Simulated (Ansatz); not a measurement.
input.yaml (Ansatz)

```yaml
crystal:
  lattice:
    - [1.9785313568, 1.1423056114, 9.5642828559]
    - [-1.9785313568, 1.1423056114, 9.5642828559]
    - [0.0, -2.284611223, 9.5642828559]
  atoms:
    - { symbol: Sm, position: [0.0, 0.0, 1.0], spin: 6.229 }
    - { symbol: Sm, position: [0.2221270242, 0.2221270242, 0.2221270242], spin: 6.235 }
    - { symbol: Sm, position: [0.7778729758, 0.7778729758, 0.7778729758], spin: 6.235 }
hamiltonian:
  xc: revpbe
  pseudopotentials:
    kind: paw
    azcp:
      Sm: "pseudopotentials/Sm.paw.azcp"
basis:
  ecutwfc: 420
  fft_grid_basis: typed
kpoints:
  mp_grid: { grid: [12, 12, 12], shift: [0, 0, 0] }
magnetization:
  spin_polarized: true
scf:
  occupations: { method: fermi_dirac, width: 0.05 }
output:
  stress: true
```

Output

```
Warning: where an SCF of this run starts from atoms to list the orders of its open shells, Sm (site 0, from 0) starts with 5.22 μB on its 4f shell and 0.78 μB on its 5d shell, in the place of the 6.23 μB that the deck gives it: its open shells can hold no more by Hund's first rule. To start from spheres of the given moment, type scf.initial_density.shell_occupations: []
Warning: where an SCF of this run starts from atoms to list the orders of its open shells, Sm (sites 1, 2, from 0) starts with 5.22 μB on its 4f shell and 0.78 μB on its 5d shell, in the place of the 6.24 μB that the deck gives it: its open shells can hold no more by Hund's first rule. To start from spheres of the given moment, type scf.initial_density.shell_occupations: []
band count auto-derived: 45 (N_el = 48.0; filled up to band 24; 41 by the electrons, moments and atoms)
Engine: ansatz 0.2.0, x86_64-unknown-linux-gnu
Pseudopotentials: kind: paw
Pseudopotential: Sm, paw, valence charge 16, recommended cutoff 420 eV (normal) 
Functional definition: revPBE
  parameter kappa = 1.245
  parameter beta = 0.06672455060314922
  exchange = pbe_x(kappa = kappa, mu = beta*pi^2/3)
  correlation = pbe_c(beta = beta)
Crystal: 3 atoms, lattice volume = 129.697 Å³
Basis set: ecut = 420 eV, 2569 PW (Γ)
Bands: 45, of which v1, the nominal top of the filled ones, is band 24 counted from 1 (23 counted from 0)
Symmetry: 12 space group operations
Space group: R-3m (ITA 166), of the structure as read, at distance tolerance 5.1e-5 Å
Magnetic group: BNS 166.97 (UNI 1327), of the structure as read, at distance tolerance 5.1e-5 Å
k-points: 189 of 1728
Non-local potential: Sm, projectors of the file, l = 0: 3, l = 1: 2, l = 2: 2, l = 3: 3
PAW form: soft (Blöchl's): semilocal exchange-correlation on the pseudo side does not see the compensation charge
PAW frozen core: Sm, regenerated for the run's functional, and the local potential with it (the file was generated under x = pbe(κ = 0.804, μ = 0.2195149727645171), c = pbe(β = 0.06672455060314922))
PAW one-centre angular grid: Sm, 590 points (default); XC on 64 Gauss nodes
Initial density: superposition of atomic densities (chi_scale 0.1, normalization cell)
Starting moments: Σ|m| = 18.699 μB on 3 of 3 sites
Initial wavefunctions: pseudopotential atomic-orbital guess
Functional: x = revpbe(κ = 1.245, μ = 0.2195149727645171), c = pbe(β = 0.06672455060314922)
iter 1 solved again at ethr=1.28e-3 eV; its pass at ethr=3.10e-3 eV (dr2=6.13e-1 eV) is discarded
SCF iter   1: F=—  HF=-24753.417681 eV  |F-HF|=—  |Δ(HF+E_count)|=         —  Δρ=3.12e-2 (↑3.12e-2 ↓8.85e-3)  dr2=6.13e-1  dr2_m=4.46e-1  M=18.656 μB ∫|m|=18.656 μB  β_m=0.30  ethr=1.28e-3  ⟨swp⟩=1.2  Hψ=79462  notcnv=0
Mixer restart at iter 1: flushing history
...
SCF iter  34: F=—  HF=-24756.314858 eV  |F-HF|=—  |Δ(HF+E_count)|=         —  Δρ=5.63e-3 (↑5.63e-3 ↓8.82e-5)  dr2=6.02e-3  dr2_m=9.42e-3  M=20.166 μB ∫|m|=20.166 μB  β_m=1.00  ethr=3.36e-10  ⟨swp⟩=2.0  Hψ=26227  notcnv=0  defer=638
Mixer restart at iter 34: flushing history
SCF iter  35: F=—  HF=-24756.244830 eV  |F-HF|=—  |Δ(HF+E_count)|=   7.00e-2  Δρ=4.82e-4 (↑4.82e-4 ↓1.44e-4)  dr2=9.42e-5  dr2_m=6.09e-5  M=20.175 μB ∫|m|=20.175 μB  β_m=0.67  ethr=1.04e-4  ⟨swp⟩=2.3  Hψ=22267  notcnv=0  defer=1620
SCF iter  36: F=—  HF=-24756.245164 eV  |F-HF|=—  |Δ(HF+E_count)|=   3.34e-4  Δρ=3.48e-4 (↑3.48e-4 ↓5.85e-5)  dr2=4.89e-5  dr2_m=3.39e-5  M=20.177 μB ∫|m|=20.177 μB  β_m=0.77  ethr=1.96e-7  ⟨swp⟩=2.0  Hψ=25584  notcnv=0  defer=1607
SCF iter  37: F=—  HF=-24756.245450 eV  |F-HF|=—  |Δ(HF+E_count)|=   2.86e-4  Δρ=1.66e-4 (↑1.66e-4 ↓2.82e-5)  dr2=3.75e-5  dr2_m=8.26e-6  M=20.181 μB ∫|m|=20.181 μB  β_m=0.69  ethr=1.02e-7  ⟨swp⟩=2.0  Hψ=30451  notcnv=0  defer=1676
SCF iter  38: F=—  HF=-24756.245450 eV  |F-HF|=—  |Δ(HF+E_count)|=         —  Δρ=6.23e-5 (↑6.23e-5 ↓1.95e-5)  dr2=3.85e-6  dr2_m=1.36e-6  M=20.181 μB ∫|m|=20.181 μB  ethr=7.81e-8  ⟨swp⟩=2.2  Hψ=24017  notcnv=0  defer=1628
Mixer restart at iter 38: flushing history
SCF iter  39: F=—  HF=-24756.248563 eV  |F-HF|=—  |Δ(HF+E_count)|=         —  Δρ=7.40e-6 (↑7.40e-6 ↓3.05e-6)  dr2=9.67e-8  dr2_m=1.96e-8  M=20.143 μB ∫|m|=20.143 μB  β_m=0.69  ethr=3.36e-10  ⟨swp⟩=6.1  Hψ=52042  notcnv=0  defer=638
SCF iter  40: F=—  HF=-24756.248563 eV  |F-HF|=—  |Δ(HF+E_count)|=   1.23e-7  Δρ=3.66e-6 (↑3.66e-6 ↓2.47e-6)  dr2=3.05e-8  dr2_m=6.06e-9  M=20.143 μB ∫|m|=20.143 μB  β_m=0.85  ethr=2.01e-10  ⟨swp⟩=2.2  Hψ=26747  notcnv=0  defer=638
SCF iter  41: F=—  HF=-24756.248563 eV  |F-HF|=—  |Δ(HF+E_count)|=   7.92e-8  Δρ=4.79e-6 (↑4.79e-6 ↓1.48e-6)  dr2=3.84e-8  dr2_m=7.29e-9  M=20.143 μB ∫|m|=20.143 μB  β_m=0.80  ethr=6.35e-11  ⟨swp⟩=2.5  Hψ=24509  notcnv=0  defer=638
SCF iter  42: F=—  HF=-24756.248563 eV  |F-HF|=—  |Δ(HF+E_count)|=   5.18e-8  Δρ=1.29e-6 (↑1.29e-6 ↓7.47e-7)  dr2=4.07e-9  dr2_m=6.23e-10  M=20.143 μB ∫|m|=20.143 μB  β_m=0.90  ethr=6.35e-11  ⟨swp⟩=2.0  Hψ=26987  notcnv=0  defer=638
SCF iter  43: F=—  HF=-24756.248563 eV  |F-HF|=—  |Δ(HF+E_count)|=   1.04e-8  Δρ=1.07e-6 (↑1.07e-6 ↓3.96e-7)  dr2=1.67e-9  dr2_m=4.16e-10  M=20.143 μB ∫|m|=20.143 μB  β_m=0.95  ethr=8.47e-12  ⟨swp⟩=2.2  Hψ=25696  notcnv=0  defer=638
SCF iter  44: F=—  HF=-24756.248563 eV  |F-HF|=—  |Δ(HF+E_count)|=   4.55e-9  Δρ=1.25e-6 (↑1.25e-6 ↓2.98e-7)  dr2=2.47e-9  dr2_m=4.70e-10  M=20.143 μB ∫|m|=20.143 μB  β_m=0.87  ethr=3.48e-12  ⟨swp⟩=2.6  Hψ=27785  notcnv=0  defer=638
SCF iter  45: F=-24756.248563 eV  HF=-24756.248563 eV  |F-HF|=6.32e-8  |Δ(HF+E_count)|=   1.63e-9  Δρ=5.57e-6 (↑5.57e-6 ↓1.27e-7)  dr2=6.21e-8  dr2_m=9.25e-9  M=20.143 μB ∫|m|=20.143 μB  ethr=3.48e-12  ⟨swp⟩=1.5  Hψ=46902  notcnv=0
SCF 1 converged in 45 iterations: F = -24756.248563 eV  dr2 = 6.21e-8
SCF converged after 45 iterations
Magnetization: 20.1427 μB (34.0713 up, 13.9287 down)
Absolute magnetization: 20.1427 μB (∫|ρ↑−ρ↓|, with the PAW one-centre terms)
Spin contamination: 0.0102 ħ² per cell (⟨S²⟩ above its minimum at these occupations)
Per-site moments (μB) at R_I (Å): [(6.241766219377546, 1.618809864635345), (6.249030204999541, 1.6160626749700526), (6.249030204999539, 1.6160626749700526)]
Free energy (F): -24756.248563 eV
Harris-Foulkes:  -24756.248563 eV  (|F-HF|=6.32e-8)
Internal energy: -24756.055638 eV  (E = F + TS)
E sigma→0 (E₀):  -24756.152101 eV
Entropy (-TS):   -0.192925 eV (-64.308 meV/atom)
Fermi energy:    8.838503 eV
--- Per-component energies (eV) ---
  E_band       = -157.268403
  E_kinetic    = 991.391542
  E_local      = -5227.970015  (includes V_loc(G=0)·N_el)
  E_nonlocal   = 1218.483753
  E_hartree    = 2043.256614
  E_xc         = -522.633940
  E_vxc        = -568.287678  (∫ρ·V_xc dr)
  E_paw        = -18708.142030  (= ΣΔE_a)
  E_vpaw       = -657.398650  (= ΣTr[D̂ρ^β])
  E_aug_tail   = -0.000000  (compensation charges beyond the density's cutoff)
  E_ewald      = -4550.182494
  E_core_change = -0.259068  (= ΣΔE_core)
  E_smearing   = -0.192925  (= −TS)
  E_closure    = 0.000000  (closes the sum)
  Σ components = -24756.248563   (vs F -24756.248563, Δ=0.00e0)
--- Stress (GPa, compression-positive) ---
       -0.577961       0.000000       0.000000
        0.000000      -0.577961      -0.000000
        0.000000      -0.000000      -0.569380
  P = ⅓ Tr σ = -0.5751 GPa (-5.751 kbar)
```

Open f shells have many self-consistent states, so the state found may not be the lowest.
